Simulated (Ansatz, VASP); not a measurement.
## MgI2 in VASP and in Ansatz

File INCAR:

```
  ALGO = Normal
  EDIFF = 1E-6
  ENCUT = 520
  GGA = PS
  ISIF = 2
  ISMEAR = 0
  LASPH = T
  LCHARG = F
  LREAL = F
  LWAVE = F
  NBANDS = 15
  NELM = 60
  PREC = Accurate
  SIGMA = 0.05
```

The input KPOINTS:

```
k-points
0
Gamma
  6 6 4
```

The input POSCAR:

```
MgI2
1.0
    4.2160056232      0.0000000000      0.0000000000
   -2.1080028116      3.6511679722      0.0000000000
    0.0000000000      0.0000000000      6.9649300000
Mg I
1 2
Direct
    0.0000000000      0.0000000000      0.0000000000
    0.3333333333      0.6666666667      0.7576300000
    0.6666666667      0.3333333333      0.2423700000
```

Input for Ansatz:

```yaml
crystal:
  lattice:
    - [4.2160056232, 0.0, 0.0]
    - [-2.1080028116, 3.6511679722, 0.0]
    - [0.0, 0.0, 6.96493]
  atoms:
    - { symbol: Mg, position: [0.0, 0.0, 0.0] }
    - { symbol: I, position: [0.3333333333, 0.6666666667, 0.75763] }
    - { symbol: I, position: [0.6666666667, 0.3333333333, 0.24237] }
basis:
  ecutwfc: 420
kpoints:
  mp_grid: { grid: [6, 6, 4] }
hamiltonian:
  xc: pbesol
scf:
  occupations: { method: gaussian, width: 0.05 }
output:
  forces: true
  stress: true
  eigenvalues: true
```

Change from the starting cell: strain +0.015 along x and y, +0.015 along z, atoms carried along.

Alike in both runs: task single point; functional PBEsol; k mesh 6 × 6 × 4; occupations gaussian, width 0.05 eV; no spin polarisation.

|  | VASP | Ansatz |
| --- | --- | --- |
| version | VASP 6.6.1 | Ansatz 0.2.0 |
| potentials or method | VASP PAW PBE potentials, release 64 (Mg, I) | scalar-relativistic, plane waves, PAW |
| plane-wave cutoff (eV) | 520 | 420 |
| valence electrons in the cell | 16 | 44 |

Ansatz gave:

* gap on the k mesh at the Fermi level (eV): 3.41
* least direct gap on the mesh (eV): 3.41
* pressure (GPa): -1.4
* largest component of the traceless stress (GPa): 0.28
* rms of the force components (eV/Å): 0.111

What did VASP give for the same quantities?

gap on the k mesh at the Fermi level (eV): 3.40; least direct gap on the mesh (eV): 3.40; pressure (GPa): -1.4; largest component of the traceless stress (GPa): 0.28; rms of the force components (eV/Å): 0.114.

Atom by atom the forces differ by 0.003 eV/Å (rms over components). The two sets of potentials don't hold the same shells in valence.

Caveats: the PAW data sets were made with another functional, which shifts forces and pressure a little (VASP); spin-orbit coupling is left out, which moves the levels of the heavy elements; this functional lacks dispersion, which binds the layers, so the pressure and a relaxed spacing across them are unreliable. A k mesh can miss the band edges.
